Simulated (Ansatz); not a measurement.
**Te2Mo3: what a guessed cell relaxes into**

Where does this trial cell of Te2Mo3 go when cell and atoms are let free?

Method: DFT PBE, scalar-relativistic, plane waves, PAW, in Ansatz 0.2.0.

### Step 1. Starting point

It takes space group P-3m1 (No. 164, trigonal). The conventional cell has a = 4.089 Å, b = 4.089 Å, c = 8.986 Å, α = 90.00°, β = 90.00°, γ = 120.00°. Around Te (site symmetry 3m) lie 6 Mo at 2.90 Å. Around Mo (site symmetry 3m) lie 3 Te at 2.90 Å and 3 Mo at 3.26 Å. Around Mo (site symmetry -3m) lie 6 Te at 2.90 Å.

Coordinates:

```
CELL_PARAMETERS angstrom
4.08900 0.00000 0.00000
-2.04450 3.54118 0.00000
0.00000 0.00000 8.98594
ATOMIC_POSITIONS crystal
Te 0.33333 0.66667 0.31257
Te 0.66667 0.33333 0.68743
Mo 0.33333 0.66667 0.87486
Mo 0.66667 0.33333 0.12514
Mo 0.00000 0.00000 0.50000
```

A structure generator made this guess: close-packed metal layers stacked ABC|A, with sites between them filled layer by layer (P-3m1, No. 164). Lengths come from tabulated atomic sizes and are only a guess.

### Step 2. Probe: one point on a coarse mesh

input.yaml

```yaml
crystal:
  lattice:
    - [4.089, 0.0, 0.0]
    - [-2.0445, 3.54117788, 0.0]
    - [0.0, 0.0, 8.98594399]
  atoms:
    - { symbol: Te, position: [0.33333333, 0.66666667, 0.31256855] }
    - { symbol: Te, position: [0.66666667, 0.33333333, 0.68743145] }
    - { symbol: Mo, position: [0.33333333, 0.66666667, 0.8748629] }
    - { symbol: Mo, position: [0.66666667, 0.33333333, 0.1251371] }
    - { symbol: Mo, position: [0.0, 0.0, 0.5] }
basis:
  ecutwfc: 420
kpoints:
  mp_grid: { grid: [6, 6, 2] }
hamiltonian:
  xc: pbe
scf:
  occupations: { method: gaussian, width: 0.1 }
  lower_state_search: "off"
output:
  forces: true
  stress: true
  eigenvalues: true
```

The run is started by

```bash
$ ansatz run input.yaml --threads 1 --pin off --max-ram 2560MiB --backend cpu --events-out ev --progress --plain --runs-dir out
```

The log of the run (excerpt; [...] marks lines left out):

```text
[...]
SCF converged after 9 iterations
Free energy (F): -28820.943922 eV
[...]
E sigma→0 (E₀):  -28820.926855 eV
Entropy (-TS):   -0.034134 eV (-6.827 meV/atom)
Fermi energy:    12.019273 eV
[...]
--- Forces (eV/Å), atoms counted from 1 ---
  atom   1  Te     0.00000000     0.00000000    -0.67370780
  atom   2  Te    -0.00000000    -0.00000000     0.67370780
  atom   3  Mo    -0.00000000    -0.00000000     1.46528435
  atom   4  Mo     0.00000000     0.00000000    -1.46528435
  atom   5  Mo     0.00000000     0.00000000     0.00000000
[...]
--- Stress (GPa, compression-positive) ---
      -16.819157       0.000000       0.000000
        0.000000     -16.819157       0.000000
        0.000000       0.000000     -17.122079
  P = ⅓ Tr σ = -16.9201 GPa (-169.201 kbar)
--- Band table (eV; the first three rows and the last of 14) ---
[...]
```

It took 5.8 s on 1 thread of Intel Xeon at 2.70GHz, shared host; peak memory 0.43 GiB.

Read-out: pressure -16.9 GPa, largest force 1.47 eV/Å, gap on this mesh none (metal). A cheap, loose relaxation comes first.

### Step 3. Coarse relaxation

input.yaml: that of step 2 with these lines changed.

```diff
@@ -24 +24,6 @@
   eigenvalues: true
+relax:
+  adjacent_minimum: "off"
+  f_tol: 0.04
+  max_steps: 70
+  cell: { stress_tol: 0.4 }
```

The run is started by

```bash
$ ansatz run input.yaml --threads 1 --pin off --max-ram 2560MiB --backend cpu --events-out ev --progress --plain --runs-dir out
```

The log of the run:

```text
Warning: RAYON_NUM_THREADS=1 ignored (pool sized by the plan → 1); use --threads N
Engine: ansatz 0.2.0, x86_64-unknown-linux-gnu
Pseudopotentials: kind: paw
Pseudopotential: Te, paw, valence charge 16, recommended cutoff 420 eV (normal), Te.paw.azcp
Pseudopotential: Mo, paw, valence charge 14, recommended cutoff 420 eV (normal), Mo.paw.azcp
Functional definition: PBE
  parameter kappa = 0.804
  parameter beta = 0.06672455060314922
  exchange = pbe_x(kappa = kappa, mu = beta*pi^2/3)
  correlation = pbe_c(beta = beta)
Crystal: 5 atoms, lattice volume = 130.115 Å³
Basis set: ecut = 420 eV, 2551 PW (Γ), exchange–correlation on 60×60×128 points (8 copies of the dense FFT grid, shifted against one another)
Bands: 45, of which v1, the nominal top of the filled ones, is band 37 counted from 1 (36 counted from 0)
Symmetry: 12 space group operations
Space group: P-3m1 (ITA 164), of the structure as read, at distance tolerance 5.1e-5 Å
k-points: 14 of 72
Non-local potential: Te, projectors of the file, l = 0: 2, l = 1: 2, l = 2: 2, l = 3: 2
Non-local potential: Mo, projectors of the file, l = 0: 3, l = 1: 2, l = 2: 2, l = 3: 1
PAW form: soft (Blöchl's): semilocal exchange-correlation on the pseudo side does not see the compensation charge
PAW one-centre angular grid: Te, 590 points (default); XC on 64 Gauss nodes
PAW one-centre angular grid: Mo, 590 points (default); XC on 64 Gauss nodes
Initial density: superposition of atomic densities (neutral atoms: chi_scale 0, normalization atom), corrected by the library's trained network
Initial wavefunctions: pseudopotential atomic-orbital guess
Functional: x = pbe(κ = 0.804, μ = 0.2195149727645171), c = pbe(β = 0.06672455060314922)
SCF iter   1: F=—  HF=-28820.950750 eV  |F-HF|=—  |Δ(HF+E_count)|=         —  Δρ=8.05e-3  dr2=4.17e-1  ethr=1.77e-3  ⟨swp⟩=6.4  Hψ=2335  notcnv=0
preconditioner: auto → Kerker (q_TF=auto, 2.483 Å⁻¹)  [metal: Δε(μ)=0.044 eV  Ē_g=4.589 eV  σ=0.100 eV  W_gap=0.24  n_scr=36 (ndim 8)  ℏωp=17.8 eV  f_vac=0.000  D(μ)=5.42/eV (n_scr^D=36)]
SCF iter   2: F=—  HF=-28820.945038 eV  |F-HF|=—  |Δ(HF+E_count)|=   5.71e-3  Δρ=3.46e-3  dr2=8.83e-2  ethr=5.63e-4  ⟨swp⟩=1.1  Hψ=743  notcnv=0
SCF iter   3: F=—  HF=-28820.944174 eV  |F-HF|=—  |Δ(HF+E_count)|=   8.63e-4  Δρ=8.83e-4  dr2=4.81e-3  ethr=1.19e-4  ⟨swp⟩=1.0  Hψ=612  notcnv=0
SCF iter   4: F=—  HF=-28820.943977 eV  |F-HF|=—  |Δ(HF+E_count)|=   1.97e-4  Δρ=3.51e-4  dr2=3.17e-4  ethr=6.50e-6  ⟨swp⟩=2.0  Hψ=728  notcnv=0
SCF iter   5: F=—  HF=-28820.943935 eV  |F-HF|=—  |Δ(HF+E_count)|=   4.15e-5  Δρ=9.68e-5  dr2=2.78e-5  ethr=4.28e-7  ⟨swp⟩=2.0  Hψ=793  notcnv=0  defer=1
SCF iter   6: F=—  HF=-28820.943922 eV  |F-HF|=—  |Δ(HF+E_count)|=   1.36e-5  Δρ=4.09e-5  dr2=2.93e-6  ethr=3.76e-8  ⟨swp⟩=2.0  Hψ=820  notcnv=0  defer=1
SCF iter   7: F=—  HF=-28820.943922 eV  |F-HF|=—  |Δ(HF+E_count)|=   1.33e-7  Δρ=1.52e-5  dr2=2.83e-7  ethr=3.96e-9  ⟨swp⟩=2.4  Hψ=885  notcnv=0  defer=1
SCF iter   8: F=—  HF=-28820.943922 eV  |F-HF|=—  |Δ(HF+E_count)|=   1.47e-8  Δρ=4.96e-6  dr2=1.09e-7  ethr=1.35e-10  ⟨swp⟩=9.6  Hψ=2395  notcnv=0
SCF iter   9: F=-28820.943922 eV  HF=-28820.943922 eV  |F-HF|=2.26e-9  |Δ(HF+E_count)|=  8.77e-10  Δρ=1.45e-6  dr2=4.28e-9  ethr=1.35e-10  ⟨swp⟩=3.9  Hψ=1586  notcnv=0
SCF 1 converged in 9 iterations: F = -28820.943922 eV  dr2 = 4.28e-9
relax step   1: F+E_penalty+E_count = -28820.94392184 eV  Δ(F+E_penalty+E_count) = +0.000e0 eV  max|allowed force component| = 1.465e0 eV/Å  Δτ_max = 0.0000 Å  P = -16.920 GPa  Ω = 130.115 Å³  (9 SCF iters, dr2 threshold 1.00e-7 eV, accepted)
Crystal: 5 atoms, lattice volume = 111.939 Å³
Basis set: ecut = 420 eV, 2237 PW (Γ), exchange–correlation on 60×60×128 points (8 copies of the dense FFT grid, shifted against one another)
Initial density: handed on by an earlier stage of this run
Initial wavefunctions: those handed on with the density
iter 1 solved again at ethr=4.66e-4 eV; its pass at ethr=3.10e-3 eV (dr2=3.45e-1 eV) is discarded
SCF iter   1: F=—  HF=-28823.138113 eV  |F-HF|=—  |Δ(HF+E_count)|=         —  Δρ=1.41e-2  dr2=3.52e-1  ethr=4.66e-4  ⟨swp⟩=1.0  Hψ=3414  notcnv=0
preconditioner: auto → Kerker (q_TF=auto, 2.546 Å⁻¹)  [metal: Δε(μ)=0.028 eV  Ē_g=5.259 eV  σ=0.100 eV  W_gap=0.16  n_scr=36 (ndim 8)  ℏωp=19.2 eV  f_vac=0.000  D(μ)=6.87/eV (n_scr^D=68)]
SCF iter   2: F=—  HF=-28823.126669 eV  |F-HF|=—  |Δ(HF+E_count)|=   1.14e-2  Δρ=8.04e-3  dr2=1.11e-1  ethr=4.66e-4  ⟨swp⟩=1.1  Hψ=631  notcnv=0
SCF iter   3: F=—  HF=-28823.122390 eV  |F-HF|=—  |Δ(HF+E_count)|=   4.28e-3  Δρ=1.14e-3  dr2=3.57e-3  ethr=1.50e-4  ⟨swp⟩=1.1  Hψ=632  notcnv=0
SCF iter   4: F=—  HF=-28823.122023 eV  |F-HF|=—  |Δ(HF+E_count)|=   3.66e-4  Δρ=3.70e-4  dr2=2.43e-4  ethr=4.82e-6  ⟨swp⟩=2.0  Hψ=784  notcnv=0
SCF iter   5: F=—  HF=-28823.121994 eV  |F-HF|=—  |Δ(HF+E_count)|=   2.87e-5  Δρ=1.21e-4  dr2=3.03e-5  ethr=3.28e-7  ⟨swp⟩=2.0  Hψ=805  notcnv=0
SCF iter   6: F=—  HF=-28823.121993 eV  |F-HF|=—  |Δ(HF+E_count)|=   1.47e-6  Δρ=3.82e-5  dr2=2.52e-6  ethr=4.10e-8  ⟨swp⟩=2.0  Hψ=749  notcnv=0
SCF iter   7: F=-28823.121993 eV  HF=-28823.121993 eV  |F-HF|=7.46e-8  |Δ(HF+E_count)|=   1.06e-7  Δρ=1.07e-5  dr2=1.85e-7  ethr=6.76e-10  ⟨swp⟩=7.0  Hψ=2673  notcnv=0
SCF 2 converged in 7 iterations: F = -28823.121993 eV  dr2 = 1.85e-7
relax step   2: F+E_penalty+E_count = -28823.12199284 eV  Δ(F+E_penalty+E_count) = -2.178e0 eV  max|allowed force component| = 2.016e0 eV/Å  Δτ_max = 0.1486 Å  P = -8.836 GPa  Ω = 111.939 Å³  energy of the carried Pulay correction = +2.951e-3 eV  (7 SCF iters, dr2 threshold 5.00e-7 eV, accepted)
Crystal: 5 atoms, lattice volume = 103.687 Å³
Basis set: ecut = 420 eV, 2033 PW (Γ), exchange–correlation on 60×60×128 points (8 copies of the dense FFT grid, shifted against one another)
SCF iter   1: F=—  HF=-28824.181770 eV  |F-HF|=—  |Δ(HF+E_count)|=         —  Δρ=2.52e-2  dr2=2.51e0  ethr=3.10e-3  ⟨swp⟩=7.1  Hψ=2181  notcnv=0
preconditioner: auto → Kerker (q_TF=auto, 2.579 Å⁻¹)  [metal: Δε(μ)=0.047 eV  Ē_g=5.684 eV  σ=0.100 eV  W_gap=0.26  n_scr=36 (ndim 8)  ℏωp=20.0 eV  f_vac=0.000  D(μ)=7.68/eV (n_scr^D=92)]
SCF iter   2: F=—  HF=-28824.124550 eV  |F-HF|=—  |Δ(HF+E_count)|=   5.72e-2  Δρ=1.34e-2  dr2=7.25e-1  ethr=3.10e-3  ⟨swp⟩=1.0  Hψ=742  notcnv=0
SCF iter   3: F=—  HF=-28824.101485 eV  |F-HF|=—  |Δ(HF+E_count)|=   2.31e-2  Δρ=2.10e-3  dr2=4.39e-3  ethr=9.80e-4  ⟨swp⟩=1.9  Hψ=640  notcnv=0
SCF iter   4: F=—  HF=-28824.101303 eV  |F-HF|=—  |Δ(HF+E_count)|=   1.82e-4  Δρ=5.10e-4  dr2=7.88e-4  ethr=5.94e-6  ⟨swp⟩=2.0  Hψ=787  notcnv=0
SCF iter   5: F=—  HF=-28824.101258 eV  |F-HF|=—  |Δ(HF+E_count)|=   4.53e-5  Δρ=1.65e-4  dr2=4.32e-5  ethr=1.07e-6  ⟨swp⟩=1.9  Hψ=746  notcnv=0
SCF iter   6: F=—  HF=-28824.101271 eV  |F-HF|=—  |Δ(HF+E_count)|=   1.32e-5  Δρ=5.26e-5  dr2=5.97e-6  ethr=5.84e-8  ⟨swp⟩=2.0  Hψ=816  notcnv=0  defer=18
SCF iter   7: F=-28824.101271 eV  HF=-28824.101271 eV  |F-HF|=1.96e-7  |Δ(HF+E_count)|=   1.84e-7  Δρ=1.39e-5  dr2=3.05e-7  ethr=6.76e-10  ⟨swp⟩=9.7  Hψ=2875  notcnv=0
SCF 3 converged in 7 iterations: F = -28824.101271 eV  dr2 = 3.05e-7
relax step   3: F+E_penalty+E_count = -28824.10127124 eV  Δ(F+E_penalty+E_count) = -9.793e-1 eV  max|allowed force component| = 1.146e0 eV/Å  Δτ_max = 0.1955 Å  P = +0.730 GPa  Ω = 103.687 Å³  energy of the carried Pulay correction = +4.442e-3 eV  (7 SCF iters, dr2 threshold 5.00e-7 eV, accepted)
[... from here on, the SCF cycles and remarks between the steps are left out ...]
relax step   4: F+E_penalty+E_count = -28824.32399987 eV  Δ(F+E_penalty+E_count) = -2.227e-1 eV  max|allowed force component| = 1.858e0 eV/Å  Δτ_max = 0.1651 Å  P = +7.201 GPa  Ω = 100.663 Å³  energy of the carried Pulay correction = +5.016e-3 eV  (7 SCF iters, dr2 threshold 5.00e-7 eV, accepted)
relax step   5: F+E_penalty+E_count = -28824.89373473 eV  Δ(F+E_penalty+E_count) = -5.697e-1 eV  max|allowed force component| = 8.149e-1 eV/Å  Δτ_max = 0.0748 Å  P = +1.417 GPa  Ω = 101.859 Å³  energy of the carried Pulay correction = +4.787e-3 eV  (7 SCF iters, dr2 threshold 5.00e-7 eV, accepted)
relax step   6: F+E_penalty+E_count = -28825.41090644 eV  Δ(F+E_penalty+E_count) = -5.172e-1 eV  max|allowed force component| = 4.349e-1 eV/Å  Δτ_max = 0.0788 Å  P = -0.100 GPa  Ω = 100.155 Å³  energy of the carried Pulay correction = +5.114e-3 eV  (7 SCF iters, dr2 threshold 5.00e-7 eV, accepted)
relax step   7: F+E_penalty+E_count = -28825.70525245 eV  Δ(F+E_penalty+E_count) = -2.943e-1 eV  max|allowed force component| = 1.941e-1 eV/Å  Δτ_max = 0.0335 Å  P = +2.213 GPa  Ω = 97.946 Å³  energy of the carried Pulay correction = +5.544e-3 eV  (6 SCF iters, dr2 threshold 5.00e-7 eV, accepted)
relax step   8: F+E_penalty+E_count = -28825.77537944 eV  Δ(F+E_penalty+E_count) = -7.013e-2 eV  max|allowed force component| = 4.246e-1 eV/Å  Δτ_max = 0.0348 Å  P = -0.239 GPa  Ω = 99.178 Å³  energy of the carried Pulay correction = +5.303e-3 eV  (6 SCF iters, dr2 threshold 5.00e-7 eV, accepted)
relax step   9: F+E_penalty+E_count = -28825.78561475 eV  Δ(F+E_penalty+E_count) = -1.024e-2 eV  max|allowed force component| = 2.332e-1 eV/Å  Δτ_max = 0.0203 Å  P = -0.723 GPa  Ω = 100.696 Å³  energy of the carried Pulay correction = +5.010e-3 eV  (6 SCF iters, dr2 threshold 5.00e-7 eV, accepted)
relax step  10: F+E_penalty+E_count = -28825.78846220 eV  Δ(F+E_penalty+E_count) = -2.847e-3 eV  max|allowed force component| = 2.870e-2 eV/Å  Δτ_max = 0.0083 Å  P = +0.038 GPa  Ω = 100.516 Å³  energy of the carried Pulay correction = +5.044e-3 eV  (6 SCF iters, dr2 threshold 5.00e-7 eV, accepted)
relax step  11: F+E_penalty+E_count = -28825.79958331 eV  Δ(F+E_penalty+E_count) = -1.112e-2 eV  max|allowed force component| = 2.924e-2 eV/Å  Δτ_max = 0.0000 Å  P = +0.285 GPa  Ω = 100.516 Å³  stress off target by 7.27e-1 GPa  SCF on the basis re-selected at this cell (its energy is not comparable with the rows above)  (6 SCF iters)
relax step  12: F+E_penalty+E_count = -28825.80035435 eV  Δ(F+E_penalty+E_count) = -7.710e-4 eV  max|allowed force component| = 1.388e-2 eV/Å  Δτ_max = 0.0020 Å  P = -0.025 GPa  Ω = 100.744 Å³  energy of the carried Pulay correction = -5.839e-5 eV  (6 SCF iters, dr2 threshold 5.00e-7 eV, accepted)
iter 1 solved again at ethr=6.77e-8 eV; its pass at ethr=3.10e-3 eV (dr2=5.01e-5 eV) is discarded
SCF iter   1: F=—  HF=-28825.800396 eV  |F-HF|=—  |Δ(HF+E_count)|=         —  Δρ=7.50e-5  dr2=1.22e-7  ethr=6.77e-8  ⟨swp⟩=3.9  Hψ=4019  notcnv=0
preconditioner: auto → Kerker (q_TF=auto, 2.592 Å⁻¹)  [metal: Δε(μ)=0.028 eV  Ē_g=5.848 eV  σ=0.100 eV  W_gap=0.16  n_scr=38 (ndim 8)  ℏωp=20.3 eV  f_vac=0.000  D(μ)=5.96/eV (n_scr^D=64)]
SCF iter   2: F=—  HF=-28825.800415 eV  |F-HF|=—  |Δ(HF+E_count)|=   1.84e-5  Δρ=3.80e-5  dr2=3.14e-8  ethr=1.65e-10  ⟨swp⟩=2.1  Hψ=1121  notcnv=0
iter 3 did not close the SCF: its close was put off for the readings that it lacked (scf_convergence_deferred on its scf_iter line)
SCF iter   3: F=-28825.800420 eV  HF=-28825.800420 eV  |F-HF|=1.26e-9  |Δ(HF+E_count)|=   5.66e-6  Δρ=6.90e-7  dr2=1.72e-10  ethr=4.24e-11  ⟨swp⟩=1.0  Hψ=630  notcnv=0
iter 4 did not close the SCF: its close was put off for the readings that it lacked (scf_convergence_deferred on its scf_iter line)
SCF iter   4: F=-28825.800420 eV  HF=-28825.800420 eV  |F-HF|=4.00e-11  |Δ(HF+E_count)|=   1.39e-9  Δρ=1.63e-7  dr2=6.80e-11  ethr=1.00e-12  ⟨swp⟩=1.1  Hψ=664  notcnv=0
iter 5 did not close the SCF: its close was put off for the readings that it lacked (scf_convergence_deferred on its scf_iter line)
SCF iter   5: F=-28825.800420 eV  HF=-28825.800420 eV  |F-HF|=1.46e-11  |Δ(HF+E_count)|=  1.46e-11  Δρ=4.04e-8  dr2=6.98e-12  ethr=1.00e-12  ⟨swp⟩=1.0  Hψ=630  notcnv=0
iter 6 did not close the SCF: its close was put off for the readings that it lacked (scf_convergence_deferred on its scf_iter line)
SCF iter   6: F=-28825.800420 eV  HF=-28825.800420 eV  |F-HF|=3.64e-12  |Δ(HF+E_count)|=  1.09e-11  Δρ=2.11e-8  dr2=2.99e-13  ethr=1.00e-12  ⟨swp⟩=1.0  Hψ=630  notcnv=0
SCF iter   7: F=-28825.800420 eV  HF=-28825.800420 eV  |F-HF|=0.00e0  |Δ(HF+E_count)|=  3.64e-12  Δρ=4.11e-9  dr2=1.31e-14  ethr=1.00e-12  ⟨swp⟩=1.3  Hψ=1322  notcnv=0
SCF 13 converged in 7 iterations: F = -28825.800420 eV  dr2 = 1.31e-14
relax step  13: F+E_penalty+E_count = -28825.80042026 eV  Δ(F+E_penalty+E_count) = -6.591e-5 eV  max|allowed force component| = 1.388e-2 eV/Å  Δτ_max = 0.0000 Å  P = -0.025 GPa  Ω = 100.744 Å³  stress off target by 4.48e-2 GPa  SCF on the basis re-selected at this cell (its energy is not comparable with the rows above)  (7 SCF iters)
basis re-selected at this cell: Δ(F+E_penalty+E_count) = -6.591e-5 eV, ΔP = -0.000 GPa vs the last step (what re-selecting the basis moved, of the pressure what is left beyond the Pulay correction that the steps carried, after the strain that the cell walked since its last selection, with what the two solves' SCF thresholds leave and, on support functions, any second-order correction that the steps lacked; it is no measure of the basis error at this ecutwfc). This SCF's stress stands 4.48e-2 GPa from its target on what of the cell is left free (relax.cell.stress_tol is 4.00e-1 GPa) and its largest allowed force component is 1.39e-2 eV/Å (relax.f_tol is 4.00e-2 eV/Å): within both
SCF converged after 7 iterations
Free energy (F): -28825.800420 eV
Harris-Foulkes:  -28825.800420 eV  (|F-HF|=0.00e0)
Internal energy: -28825.770606 eV  (E = F + TS)
E sigma→0 (E₀):  -28825.785513 eV
Entropy (-TS):   -0.029815 eV (-5.963 meV/atom)
Fermi energy:    16.480378 eV
--- Per-component energies (eV) ---
  E_band       = -644.491220
  E_kinetic    = 1687.115055
  E_local      = -4649.909523  (includes V_loc(G=0)·N_el)
  E_nonlocal   = -186.451060
  E_hartree    = 2297.601396
  E_xc         = -798.659442
  E_vxc        = -895.016069  (∫ρ·V_xc dr)
  E_paw        = -18931.225375  (= ΣΔE_a)
  E_vpaw       = -1195.432113  (= ΣTr[D̂ρ^β])
  E_aug_tail   = -0.000296  (compensation charges beyond the density's cutoff)
  E_ewald      = -8244.241360
  E_smearing   = -0.029815  (= −TS)
  E_closure    = 0.000000  (closes the sum)
  Σ components = -28825.800420   (vs F -28825.800420, Δ=0.00e0)
--- Forces (eV/Å), atoms counted from 1 ---
  atom   1  Te    -0.00000000    -0.00000000     0.01387733
  atom   2  Te     0.00000000     0.00000000    -0.01387733
  atom   3  Mo     0.00000000    -0.00000000    -0.00174896
  atom   4  Mo     0.00000000     0.00000000     0.00174896
  atom   5  Mo     0.00000000     0.00000000     0.00000000
  max |Σ_I F_I| component: 3.70e-17 eV/Å
--- Stress (GPa, compression-positive) ---
       -0.044822      -0.000000       0.000000
       -0.000000      -0.044822       0.000000
       -0.000000      -0.000000       0.013363
  P = ⅓ Tr σ = -0.0254 GPa (-0.254 kbar)
--- Band table (eV; the first three rows and the last of 14) ---
  k-point 0: bands = ["-44.5443", "-44.4352", "-44.1195", "-20.9787", "-20.9787", "-20.9752", "-20.9752", "-20.9497", "-20.9496", "-20.9388", "-20.9388", "-20.9362", "-20.9362", "-18.9689", "-18.6796", "-18.6050", "-18.6050", "-18.3828", "-18.3828", "-18.0197", "-18.0197", "-17.9893", "2.3347", "2.8850", "9.3978", "11.5198", "12.4467", "12.9008", "14.2942", "14.2942", "14.4756", "14.4756", "14.7719", "14.8311", "14.8311", "16.2649", "16.2649", "18.0455", "18.0455", "18.7344", "18.7344", "18.7971", "19.6410", "19.6410", "20.6893"]
  k-point 1: bands = ["-44.5443", "-44.4352", "-44.1195", "-20.9788", "-20.9788", "-20.9752", "-20.9752", "-20.9498", "-20.9496", "-20.9388", "-20.9388", "-20.9362", "-20.9362", "-18.9689", "-18.6795", "-18.6050", "-18.6050", "-18.3828", "-18.3828", "-18.0197", "-18.0197", "-17.9893", "2.3553", "2.8561", "9.8038", "10.5737", "12.5335", "13.9213", "14.2944", "14.2944", "14.2974", "14.4260", "14.4260", "14.9090", "14.9090", "16.2700", "16.2700", "17.7310", "17.7310", "18.9382", "19.3355", "19.3355", "19.4891", "19.4891", "20.0147"]
  k-point 2: bands = ["-44.5143", "-44.4298", "-44.1395", "-20.9794", "-20.9784", "-20.9685", "-20.9648", "-20.9457", "-20.9448", "-20.9432", "-20.9404", "-20.9403", "-20.9369", "-18.9830", "-18.7402", "-18.6613", "-18.6502", "-18.4425", "-18.3961", "-18.0237", "-18.0006", "-17.9296", "2.8127", "3.2693", "9.9687", "11.5510", "12.8456", "13.0565", "13.9101", "14.0997", "14.4330", "14.5411", "14.7958", "15.0738", "15.1118", "15.3136", "15.9721", "16.7814", "17.3826", "17.7348", "18.6285", "18.7907", "18.8537", "19.4480", "19.6456"]
  k-point 13: bands = ["-44.4109", "-44.3094", "-44.3094", "-20.9804", "-20.9601", "-20.9601", "-20.9553", "-20.9471", "-20.9471", "-20.9450", "-20.9439", "-20.9257", "-20.9257", "-19.0123", "-19.0123", "-18.9293", "-18.5979", "-18.5452", "-18.5452", "-17.9952", "-17.8968", "-17.8968", "5.6126", "5.6126", "10.7724", "10.9578", "10.9578", "11.6112", "12.3364", "12.3364", "13.5818", "14.5296", "14.5296", "14.6766", "16.0360", "16.0781", "16.0781", "16.4381", "16.4381", "18.0022", "18.1408", "18.1408", "18.7164", "19.8947", "19.8947"]
--- Relaxed structure (11 steps of the walk, 11 accepted, 2 SCFs on fresh bases) ---
  F+E_penalty+E_count = -28825.80042026 eV   max|allowed force component| = 1.388e-2 eV/Å   (the final SCF, on the basis selected at the relaxed cell)
  cell:  # Å, volume = 100.7441 Å³
    - [3.305192108162392, 5.8020060526794964e-33, -8.288580075256422e-34]
    - [-1.652596054081196, 2.862380330056476, 1.307137692668497e-33]
    - [-1.3661173197285932e-32, -6.375214158733435e-33, 10.648679260923947]
  atoms:
    - { symbol: Te, position: [0.33333333333333337, 0.6666666666666667, 0.31248545789845406] }
    - { symbol: Te, position: [0.6666666666666667, 0.33333333333333337, 0.6875145421015463] }
    - { symbol: Mo, position: [0.33333333333333337, 0.6666666666666667, 0.9240871832675341] }
    - { symbol: Mo, position: [0.6666666666666667, 0.33333333333333337, 0.07591281673246593] }
    - { symbol: Mo, position: [8.995620049068009e-33, 1.1511852428828254e-34, 0.5000000000000001] }
```

Run time: 79 s. Hardware: 1 thread of Intel Xeon at 2.70GHz, shared host; peak memory 0.46 GiB.

Relaxation path:

```csv
step,E - E(step 1) (eV/cell),largest force component (eV/Å),pressure (GPa),volume (Å³)
1,0.0000,1.4653,-16.92,130.12
2,-2.1781,2.0157,-8.84,111.94
3,-3.1573,1.1465,0.73,103.69
4,-3.3801,1.8582,7.20,100.66
5,-3.9498,0.8149,1.42,101.86
6,-4.4670,0.4349,-0.10,100.15
7,-4.7613,0.1941,2.21,97.95
8,-4.8315,0.4246,-0.24,99.18
9,-4.8417,0.2332,-0.72,100.70
10,-4.8445,0.0287,0.04,100.52
11,-4.8557,0.0292,0.28,100.52
12,-4.8564,0.0139,-0.03,100.74
13,-4.8565,0.0139,-0.03,100.74
```

Step 1 is the start. Steps 11, 13 each repeat the geometry before them on a plane-wave basis chosen anew, so the energy can jump there without any move.

|  | before | after | change |
| --- | --- | --- | --- |
| a (Å) | 4.089 | 3.305 | -19.2 % |
| b (Å) | 4.089 | 3.305 | -19.2 % |
| c (Å) | 8.986 | 10.649 | +18.5 % |
| volume (Å³/atom) | 26.02 | 20.15 | -22.6 % |
| shortest distance (Å) | 2.900 | 2.501 | -13.8 % |
| space group (0.01 Å) | P-3m1 | P-3m1 | same |

The run keeps the 12 symmetry operations of the start, so it could not have lowered the symmetry.

(Part 1 of 2 ends here.)
